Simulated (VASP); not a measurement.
# Sb (R-3m) in VASP: further runs

The runs below take Sb through single point, with PBE+D3(BJ).

Program: VASP 6.6.1. These are calculated values, not measurements. Logs are shortened: lines on timing, memory, paths and dates and some standing lists are left out, and cuts for length are marked.

### Step 1. Starting point

The structure is trigonal, space group R-3m (No. 166). Conventional cell: a = 4.308 Å, b = 4.308 Å, c = 11.274 Å, α = 90.00°, β = 90.00°, γ = 120.00°. Sb (site symmetry 3m) is surrounded by 3 Sb at 2.91 Å.

### Step 2. Single point, PBE+D3(BJ)

Input file INCAR:

```
ALGO = Fast
EDIFF = 1E-7
ENCUT = 350
GGA = PE
ISIF = 2
ISMEAR = 0
IVDW = 12
LASPH = T
LCHARG = F
LREAL = F
LWAVE = F
NELM = 60
PREC = Accurate
SIGMA = 0.02
```

Input file KPOINTS:

```
k-points
0
Gamma
  6 6 6
```

Input file POSCAR:

```
Sb
1.0
    2.1542000000      1.2437279500      3.7580000000
   -2.1542000000      1.2437279500      3.7580000000
    0.0000000000     -2.4874559000      3.7580000000
Sb
2
Direct
    0.2334900000      0.2334900000      0.2334900000
    0.7665100000      0.7665100000      0.7665100000
```

Potentials or basis: VASP PAW PBE potentials, release 64 (Sb).

Run with:

```bash
$ cat potpaw_PBE.64/Sb/POTCAR > POTCAR
$ mpirun -np 1 vasp_std > vasp.out
```

OUTCAR:

```text
EDIFF = 1E-7
   ENCUT = 350
   GGA = PE
   ISIF = 2
   ISMEAR = 0
   IVDW = 12
   LASPH = T
   LREAL = F
   NELM = 60
   PREC = Accurate
 IVDW          = 12

 ion  position               nearest neighbor table
   1  0.233  0.233  0.233-   2 2.91   2 2.91   2 2.91   2 3.35   2 3.35   2 3.35
   2  0.767  0.767  0.767-   1 2.91   1 2.91   1 2.91   1 3.35   1 3.35   1 3.35

  LATTYP: Found a trigonal (rhomboedric) cell.
 ALAT       =     4.5066618304
 COS(alpha) =     0.5430253623

  Lattice vectors:

 A1 = (   2.1542000000,   1.2437279500,   3.7580000000)
 A2 = (  -2.1542000000,   1.2437279500,   3.7580000000)
 A3 = (   0.0000000000,  -2.4874559000,   3.7580000000)

Analysis of symmetry for initial positions (statically):
=====================================================================
 Subroutine PRICEL returns:
 Original cell was already a primitive cell.

 Routine SETGRP: Setting up the symmetry group for a
 trigonal (rhombohedral) supercell.

 Subroutine GETGRP returns: Found 12 space group operations
 (whereof 12 operations were pure point group operations)
 out of a pool of 12 trial point group operations.

The static configuration has the point symmetry D_3d.

Analysis of symmetry for dynamics (positions and initial velocities):
=====================================================================
 Subroutine PRICEL returns:
 Original cell was already a primitive cell.

 Routine SETGRP: Setting up the symmetry group for a
 trigonal (rhombohedral) supercell.

 Subroutine GETGRP returns: Found 12 space group operations
 (whereof 12 operations were pure point group operations)
 out of a pool of 12 trial point group operations.

The dynamic configuration has the point symmetry D_3d.

 Subroutine INISYM returns: Found 12 space group operations
 (whereof 12 operations are pure point group operations),
 and found     1 'primitive' translations

----------------------------------------------------------------------------------------

                                     Primitive cell

  volume of cell :      60.4115

  direct lattice vectors                    reciprocal lattice vectors
     2.154200000  1.243727950  3.758000000     0.232104726  0.134005726  0.088699663
    -2.154200000  1.243727950  3.758000000    -0.232104726  0.134005726  0.088699663
     0.000000000 -2.487455900  3.758000000     0.000000000 -0.268011452  0.088699663

  length of vectors
     4.506661830  4.506661830  4.506661830     0.282307932  0.282307932  0.282307932

  position of ions in fractional coordinates (direct lattice)
     0.233490000  0.233490000  0.233490000
     0.766510000  0.766510000  0.766510000

  ion indices of the primitive-cell ions
   primitive index   ion index
                 1           1
                 2           2

----------------------------------------------------------------------------------------

 KPOINTS: k-points

Automatic generation of k-mesh.
 Grid dimensions read from file:
 generate k-points for:    6    6    6

 Generating k-lattice:

  Cartesian coordinates                     Fractional coordinates (reciprocal lattice)
     0.038684121  0.022334288  0.014783277     0.166666667 -0.000000000  0.000000000
    -0.038684121  0.022334288  0.014783277    -0.000000000  0.166666667  0.000000000
     0.000000000 -0.044668575  0.014783277     0.000000000  0.000000000  0.166666667

  Length of vectors
     0.047051322  0.047051322  0.047051322

  Shift w.r.t. Gamma in fractional coordinates (k-lattice)
     0.000000000  0.000000000  0.000000000

 Subroutine IBZKPT returns following result:
 ===========================================

 Found     32 irreducible k-points:

 Following reciprocal coordinates:
            Coordinates               Weight
  0.000000  0.000000  0.000000      1.000000
  0.166667  0.000000  0.000000      6.000000
  0.333333  0.000000 -0.000000      6.000000
  0.500000  0.000000  0.000000      3.000000
  0.166667  0.166667  0.000000      6.000000
  0.333333  0.166667  0.000000     12.000000
[... 16 lines left out ...]
  0.500000  0.500000  0.166667      6.000000
 -0.333333  0.500000  0.166667     12.000000
 [... further k-points ...]
   k-points           NKPTS =     32   k-points in BZ     NKDIM =     32   number of bands    NBANDS=      9
   number of dos      NEDOS =    301   number of ions     NIONS =      2
   total plane-waves  NPLWV =  21952
   dimension x,y,z NGX =    28 NGY =   28 NGZ =   28
   dimension x,y,z NGXF=    56 NGYF=   56 NGZF=   56
   ions per type =               2
   NGX,Y,Z   is equivalent  to a cutoff of  10.33, 10.33, 10.33 a.u.
   NGXF,Y,Z  is equivalent  to a cutoff of  20.66, 20.66, 20.66 a.u.
 SYSTEM =  unknown system
   PREC   = accura    normal or accurate (medium, high low for compatibility)
   ISTART =      0    job   : 0-new  1-cont  2-samecut
   ICHARG =      2    charge: 1-file 2-atom 10-const
   ISPIN  =      1    spin polarized calculation?
   LNONCOLLINEAR =      F non collinear calculations
   LSORBIT =      F    spin-orbit coupling
   LASPH  =      T    aspherical Exc in radial PAW
   ENCUT  =  350.0 eV  25.72 Ry    5.07 a.u.   6.87  6.87  6.87*2*pi/ulx,y,z
   NELM   =     60;   NELMIN=  2; NELMDL= -5     # of ELM steps
   EDIFF  = 0.1E-06   stopping-criterion for ELM
   LREAL  =      F    real-space projection
   EDIFFG = 0.1E-05   stopping-criterion for IOM
   NSW    =      0    number of steps for IOM
   IBRION =     -1    ionic relax: 0-MD 1-quasi-New 2-CG
   NFREE  =      0    steps in history (QN), initial steepest desc. (CG)
   ISIF   =      2    stress and relaxation
   ISYM   =      2    0-nonsym 1-usesym 2-fastsym
   POTIM  = 0.5000    time-step for ionic-motion
   TEBEG  =    0.0;   TEEND  =   0.0 temperature during run
   PSTRESS=    0.0 pullay stress
   NELECT =      10.0000    total number of electrons
   NUPDOWN=      -1.0000    fix difference up-down
   EMIN   =  10.00;   EMAX   =-10.00  energy-range for DOS
   EFERMI =   0.00;   METHOD = LEGACY
   ISMEAR =     0;   SIGMA  =   0.02  broadening in eV -4-tet -1-fermi 0-gaus
   EFERMI_NEDOS =   21; number of points for ismear=-14 and -15
   IALGO  =     68    algorithm
   IMIX   =      4    mixing-type and parameters
     AMIX     =   0.40;   BMIX     =  1.00
     AMIX_MAG =   1.60;   BMIX_MAG =  1.00
  volume/ion in A,a.u.               =      30.21       203.84
  Fermi-wavevector in a.u.,A,eV,Ry     =   0.898880  1.698637 10.993305  0.807985
  Thomas-Fermi vector in A             =   2.021644
   LORBIT       =      0    0 simple, 1 ext, 2 COOP (PROOUT), +10 PAW based schemes
   GGA     = PE    functional components
   LHFCALC =     F    Hartree Fock is set to
   AEXX    =    0.0000 exact exchange contribution
   IVDW    =    12    specifies the selected vdW correction
   LEPSILON=     F    determine dielectric tensor
   LRPA    =     F    only Hartree local field effects (RPA)
 non-spin polarized calculation
 RMM-DIIS sequential band-by-band and
 Gauss-broadening in eV      SIGMA  =   0.02
  energy-cutoff  :      350.00
  volume of cell :       60.41
 maximum number of plane-waves:       930
   NGX = 13   NGY = 13   NGZ = 13

 number of electron      10.0000000 magnetization

 Free energy of the ion-electron system (eV)
  ---------------------------------------------------
  ext. energy  EPLUGINS =         0.00000000
  ---------------------------------------------------
  free energy    TOTEN  =        -8.26729178 eV

  energy without entropy =       -8.26697834  energy(sigma->0) =       -8.26713506

 E-fermi :   7.3509     XC(G=0):  -9.5311

 val. band max:        7.0818411823   @ k =   0.5000   0.0000   0.0000
 cond. band min:       7.3509325270   @ k =   0.3333   0.1667   0.1667
 fundamental gap:      0.2690913447
 Fermi energy:         7.3509325202

 k-point     1 :       0.0000    0.0000    0.0000
  band No.  band energies     occupation
      1      -5.4362      2.00000
      2       2.4906      2.00000
      3       5.2195      2.00000
      4       5.4869      2.00000
      5       5.4869      2.00000
      6       9.3554      0.00000
      7       9.9836      0.00000
      8       9.9836      0.00000
      9      12.3699      0.00000

 k-point     2 :       0.1667    0.0000    0.0000
  band No.  band energies     occupation
      1      -5.1301      2.00000
      2       1.3079      2.00000
      3       5.2613      2.00000
      4       5.4213      2.00000
      5       5.9201      2.00000
      6       9.0734      0.00000
      7       9.2806      0.00000
      8       9.3210      0.00000
      9      11.8185      0.00000

 k-point     3 :       0.3333    0.0000   -0.0000
  band No.  band energies     occupation
      1      -4.2307      2.00000
      2      -0.7444      2.00000
      3       5.3365      2.00000
      4       5.3474      2.00000
      5       6.4599      2.00000
      6       7.9751      0.00000
      7       8.0629      0.00000
      8       8.2471      0.00000
      9      12.9319      0.00000

 k-point     4 :       0.5000    0.0000    0.0000
  band No.  band energies     occupation
      1      -3.0767      2.00000
      2      -2.3470      2.00000
      3       5.3420      2.00000
      4       5.4601      2.00000
      5       6.9983      2.00000
      6       7.0818      2.00000
      7       7.4776      0.00000
      8       7.7878      0.00000
      9      14.8524      0.00000

 k-point     5 :       0.1667    0.1667    0.0000
  band No.  band energies     occupation
      1      -5.0500      2.00000
      2       1.2797      2.00000
      3       4.5699      2.00000
      4       4.8722      2.00000
      5       6.7161      2.00000
      6       8.0465      0.00000
      7       9.6227      0.00000
      8      10.5121      0.00000
      9      11.6151      0.00000

 k-point     6 :       0.3333    0.1667    0.0000
  band No.  band energies     occupation
      1      -4.3788      2.00000
      2      -0.0761      2.00000
      3       4.1492      2.00000
      4       4.5581      2.00000
      5       5.6367      2.00000
      6       8.9981      0.00000
      7       9.7158      0.00000
      8      10.0650      0.00000
      9      11.1907      0.00000
[... 169 lines left out ...]
 k-point    21 :      -0.3333    0.3333    0.1667
  band No.  band energies     occupation
      1      -2.7446      2.00000
      2      -1.8877      2.00000
      3       2.8652      2.00000
      4       2.9485      2.00000
      5       6.5247      2.00000
      6       7.8136      0.00000
      7      11.3395      0.00000
      8      11.5247      0.00000
      9      12.7543      0.00000

 k-point    22 :      -0.1667    0.3333    0.1667
  band No.  band energies     occupation
      1      -3.5105      2.00000
      2      -1.0598      2.00000
      3       3.0469      2.00000
      4       3.8701      2.00000
      5       5.5649      2.00000
      6       8.5141      0.00000
      7      10.5013      0.00000
      8      10.6345      0.00000
      9      12.3356      0.00000

 k-point    23 :       0.5000    0.5000    0.1667
  band No.  band energies     occupation
      1      -3.3681      2.00000
      2      -0.8327      2.00000
      3       2.1524      2.00000
      4       3.9588      2.00000
      5       4.3474      2.00000
      6       9.4919      0.00000
      7      11.0634      0.00000
      8      12.0463      0.00000
      9      13.0036      0.00000

 k-point    24 :      -0.3333    0.5000    0.1667
  band No.  band energies     occupation
      1      -2.7777      2.00000
      2      -1.4048      2.00000
      3       1.9745      2.00000
      4       2.8655      2.00000
      5       5.4465      2.00000
      6       9.2226      0.00000
      7      10.5676      0.00000
      8      12.9457      0.00000
      9      13.2299      0.00000

 [... further k-points ...]

------------------------ aborting loop because EDIFF is reached ----------------------------------------

 Edisp (eV)   -0.94507

 E8    (eV) :    -0.4410

  FORCE on cell =-STRESS in cart. coord.  units (eV):
  Direction    XX          YY          ZZ          XY          YZ          ZX
  --------------------------------------------------------------------------------------
  -------------------------------------------------------------------------------------
  Total       0.14310     0.14310    -0.00318     0.00000     0.00000     0.00000
  in kB       3.79513     3.79513    -0.08425     0.00000     0.00000     0.00000
  external pressure =        2.50 kB  Pullay stress =        0.00 kB

 VOLUME and BASIS-vectors are now :
 -----------------------------------------------------------------------------
  energy-cutoff  :      350.00
  volume of cell :       60.41
      direct lattice vectors                 reciprocal lattice vectors
     2.154200000  1.243727950  3.758000000     0.232104726  0.134005726  0.088699663
    -2.154200000  1.243727950  3.758000000    -0.232104726  0.134005726  0.088699663
     0.000000000 -2.487455900  3.758000000     0.000000000 -0.268011452  0.088699663

 POSITION                                       TOTAL-FORCE (eV/Angst)
 -----------------------------------------------------------------------------------
      0.00000      0.00000      2.63237         0.000000      0.000000      0.104817
      0.00000      0.00000      8.64163         0.000000     -0.000000     -0.104817
 -----------------------------------------------------------------------------------
    total drift:                               -0.000000     -0.000000     -0.000000

  FREE ENERGIE OF THE ION-ELECTRON SYSTEM (eV)
  ---------------------------------------------------
  free  energy   TOTEN  =        -9.2123656312 eV

  energy  without entropy=       -9.2120521918  energy(sigma->0) =       -9.21220891
```

Run time: 6.8 s. Hardware: 1 thread of AMD EPYC 9R45 (Zen 5), shared host; peak memory 0.13 GiB.

What came out:

```yaml
Free_energy: -9.2124 eV
Pressure: 0.3 GPa
Largest_force: 0.105 eV/Å
Band_gap_on_the_k_mesh: none (metal or under the smearing width)
Dispersion_energy_per_atom: -0.473 eV
```

Forces in eV/Å, atoms in the order of the input:
```
Sb   0.000  0.000  0.105
Sb   0.000  0.000 -0.105
```

Levels at points of the mesh, in eV from the Fermi level:
| k point | band 2 | band 3 | band 4 | band 5 | band 6 | band 7 | band 8 | band 9 |
| --- | --- | --- | --- | --- | --- | --- | --- | --- |
| (0.00, 0.00, 0.00) | -4.86 | -2.13 | -1.86 | -1.86 | 2.00 | 2.63 | 2.63 | 5.02 |
| (0.50, 0.00, 0.00) | -9.70 | -2.01 | -1.89 | -0.35 | -0.27 | 0.13 | 0.44 | 7.50 |
| (0.50, 0.50, 0.00) | -8.06 | -5.50 | -3.82 | -3.73 | 1.46 | 4.88 | 5.46 | 6.88 |
| (0.50, 0.50, 0.50) | -9.04 | -1.38 | -1.38 | -0.54 | 0.07 | 0.07 | 1.06 | 6.93 |

Caveat: pairwise dispersion overbinds metals, which lowers pressure and volume. The run has no spin-orbit coupling, so splittings on Sb are missing.

### Step 3. Single point, PBE+D3(BJ)

Changes to INCAR since step 2:

```diff
@@ -2,3 +2,3 @@
 EDIFF = 1E-7
-ENCUT = 350
+ENCUT = 400
 GGA = PE
```

KPOINTS is that of step 2.

POSCAR is that of step 2.

Potentials or basis: VASP PAW PBE potentials, release 64 (Sb).

Run with:

```bash
$ cat potpaw_PBE.64/Sb/POTCAR > POTCAR
$ mpirun -np 1 vasp_std > vasp.out
```

Wall time 7.9 s (1 thread of AMD EPYC 9R45 (Zen 5), shared host); peak memory 0.14 GiB.

The run converged. Its results:

```
Free energy                : -9.2126 eV
Pressure                   : 0.3 GPa
Largest force              : 0.104 eV/Å
Band gap on the k mesh     : none (metal or under the smearing width)
Dispersion energy per atom : -0.473 eV
```

Forces in eV/Å, atoms in the order of the input:
```
Sb   0.000  0.000  0.104
Sb   0.000  0.000 -0.104
```

Stress tensor (GPa, compression positive):
```
0.38 0.00 0.00
0.00 0.38 0.00
0.00 0.00 0.00
```

Levels at points of the mesh, in eV from the Fermi level:
```tsv
k point	band 2	band 3	band 4	band 5	band 6	band 7	band 8	band 9
(0.00, 0.00, 0.00)	-4.86	-2.13	-1.86	-1.86	2.00	2.63	2.63	5.03
(0.50, 0.00, 0.00)	-9.70	-2.01	-1.89	-0.35	-0.27	0.13	0.44	7.50
(0.50, 0.50, 0.00)	-8.06	-5.50	-3.82	-3.73	1.46	4.88	5.46	6.88
(0.50, 0.50, 0.50)	-9.04	-1.38	-1.38	-0.54	0.07	0.07	1.06	6.93
```

Caveat: pairwise dispersion overbinds metals, which lowers pressure and volume.

(Continued in part 2 of 2.)
